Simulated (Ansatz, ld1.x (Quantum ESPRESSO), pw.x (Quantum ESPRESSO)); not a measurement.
**Equation-of-state test of one ultrasoft potential (V (Z = 23))**

```
Element                 : vanadium
Generator               : ld1.x (Quantum ESPRESSO) 7.5
Type                    : ultrasoft
Functional              : PBE
Relativity              : scalar-relativistic
Frozen core             : [Ar]
Valence charge          : 5
Reference configuration : 3d3.5 4s1.5 4p0
Partial waves           : 4s (bound): rcut 2.80, rcutus 3.45 bohr; 4s channel at 3.8 Ry: rcut 2.80, rcutus 3.45 bohr; 4p (bound, empty): rcut 2.70, rcutus 3.40 bohr; 4p channel at 0.2 Ry: rcut 2.70, rcutus 3.40 bohr; 3d (bound): rcut 1.75, rcutus 2.40 bohr; 3d channel at 4 Ry: rcut 1.75, rcutus 2.40 bohr
Local potential         : all-electron potential smoothed inside 2.55 bohr (lloc = -1)
Core correction         : none
Augmentation charge     : PSQ, radius 1.60 bohr
```

Atomic tests: cutoffs needed: 18 Ry and 30 Ry (the cutoffs (Ry, on a coarse ladder) from which the occupation-weighted sum of valence levels, in a spherical-Bessel basis at the reference potential, stays within 10 and 1 mRy of its value at 400 Ry); ghost test: no extra level below or beside the all-electron valence levels (s, p, d, f tested) (spherical-Bessel basis up to 400 Ry, 20 bohr box); configuration tests: 1 of 7 tests not solved or not reliable.

Crystal test: fcc V in pw.x 7.5, no spin, 15³ k-points, Fermi–Dirac smearing 0.01 Ry, cutoffs 40/320 Ry. The reference is all-electron LAPW (Ansatz 0.2.0) with the same functional, mesh and smearing; V0 and B0 come from Birch–Murnaghan fits to the pressures at five volumes. Errors are pseudo minus all-electron; Δ is the rms difference of the E(V) curves that follow from these fits, minima aligned, over ±6 % about the mean V0. Mesh and smearing are coarse, so the numbers serve the comparison and aren't converged zero-temperature values; the lattice is a test structure that the element need not adopt.

```tsv
V (Å³/atom)	P all-electron (GPa)	P pseudo (GPa)
13.271	9.40	56.78
13.620	4.23	47.94
13.969	-0.35	39.96
14.318	-4.40	32.84
14.667	-7.98	26.48
```

All-electron: a0 = 3.820 Å (V0 = 13.94 Å³/atom), B0 = 173.4 GPa.

Pseudopotential: mean pressure error (GPa): +40.62. The pressure does not cross zero within the volumes sampled, so no fit is given. The largest radius (3.45 bohr) exceeds half the bond length (2.55 bohr), so the spheres overlap, which is one possible source of error among others. This is a poor potential for the solid. Atomic configuration tests: 1 of 7 tests not solved or not reliable.

**Question.** At the middle volume, how do free energy and pressure move when the wave cutoff is lowered (ecutrho held at 320 Ry)?

**Answer.**

```tsv
cutoff (Ry)	shift of F (meV/atom)	shift of P (GPa)
18	+735.9	+16.97
24	+456.6	-4.75
32	+21.4	-2.14
```

Input at the middle volume:

```
&control
  calculation='scf', prefix='x', pseudo_dir='./', outdir='./tmp', tstress=.true., disk_io='none'
/
&system
  ibrav=0, nat=1, ntyp=1, ecutwfc=40, ecutrho=320, nbnd=9,
  occupations='smearing', smearing='fd', degauss=0.01
/
&electrons
  conv_thr=1e-09, mixing_beta=0.4, electron_maxstep=70
/
ATOMIC_SPECIES
V 1.0 V.UPF
CELL_PARAMETERS angstrom
  0.00000000 1.91151821 1.91151821
  1.91151821 0.00000000 1.91151821
  1.91151821 1.91151821 0.00000000
ATOMIC_POSITIONS crystal
V 0.0000 0.0000 0.0000
K_POINTS automatic
15 15 15 0 0 0
```

```bash
pw.x < V.scf.in > V.scf.out
```

Lines of the output:

```
Message from routine setup:
     using ibrav=0 with symmetry is DISCOURAGED, use correct ibrav instead
     lattice parameter (alat)  =       5.1085  a.u.
     unit-cell volume          =      94.2675 (a.u.)^3
     number of electrons       =         5.00
     number of Kohn-Sham states=            9
     kinetic-energy cutoff     =      40.0000  Ry
     charge density cutoff     =     320.0000  Ry
     scf convergence threshold =      1.0E-09
     Exchange-correlation= PBE
     number of k points=   120  Fermi-Dirac smearing, width (Ry)=  0.0100
     iteration #  1     ecut=    40.00 Ry     beta= 0.40
     c_bands:  1 eigenvalues not converged
     c_bands:  1 eigenvalues not converged
     total energy              =     -12.45774839 Ry
     estimated scf accuracy    <       0.06030188 Ry
     iteration #  2     ecut=    40.00 Ry     beta= 0.40
     total energy              =     -12.46517922 Ry
     estimated scf accuracy    <       0.00335812 Ry
     iteration #  3     ecut=    40.00 Ry     beta= 0.40
     c_bands:  1 eigenvalues not converged
     c_bands:  1 eigenvalues not converged
     c_bands:  1 eigenvalues not converged
     c_bands:  2 eigenvalues not converged
     c_bands:  1 eigenvalues not converged
     c_bands:  1 eigenvalues not converged
     [... 4 repeated lines left out ...]
     total energy              =     -12.46742758 Ry
     estimated scf accuracy    <       0.00031800 Ry
     iteration #  4     ecut=    40.00 Ry     beta= 0.40
     [... 15 repeated lines left out ...]
     total energy              =     -12.46805340 Ry
     estimated scf accuracy    <       0.00009505 Ry
     iteration #  5     ecut=    40.00 Ry     beta= 0.40
     [... 5 repeated lines left out ...]
     total energy              =     -12.46810483 Ry
     estimated scf accuracy    <       0.00000108 Ry
     iteration #  6     ecut=    40.00 Ry     beta= 0.40
     [... 9 repeated lines left out ...]
     total energy              =     -12.46811919 Ry
     estimated scf accuracy    <       0.00000010 Ry
     iteration #  7     ecut=    40.00 Ry     beta= 0.40
     [... 1 repeated lines left out ...]
     total energy              =     -12.46811944 Ry
     estimated scf accuracy    <       0.00000002 Ry
     iteration #  8     ecut=    40.00 Ry     beta= 0.40
     total energy              =     -12.46811946 Ry
     estimated scf accuracy    <       0.00000003 Ry
     iteration #  9     ecut=    40.00 Ry     beta= 0.40
     the Fermi energy is    10.9796 ev
!    total energy              =     -12.46811947 Ry
     estimated scf accuracy    <          6.1E-11 Ry
     smearing contrib. (-TS)   =      -0.00764054 Ry
     The total energy is F=E-TS. E is the sum of the following terms:
     one-electron contribution =       6.02854300 Ry
     hartree contribution      =       1.11188896 Ry
     xc contribution           =      -3.73522025 Ry
     ewald contribution        =     -15.86569063 Ry
     convergence has been achieved in   9 iterations
          total   stress  (Ry/bohr**3)                   (kbar)     P=      399.64
     Message from routine punch:
     Nothing written, as per user request (disk_io='none')
```

The run at the middle volume (120 k-points, 9 iterations) took about 20 s on one core of a shared host (AMD EPYC 7R43 64-Core Processor, 256 threads, 1004 GiB, load 177).
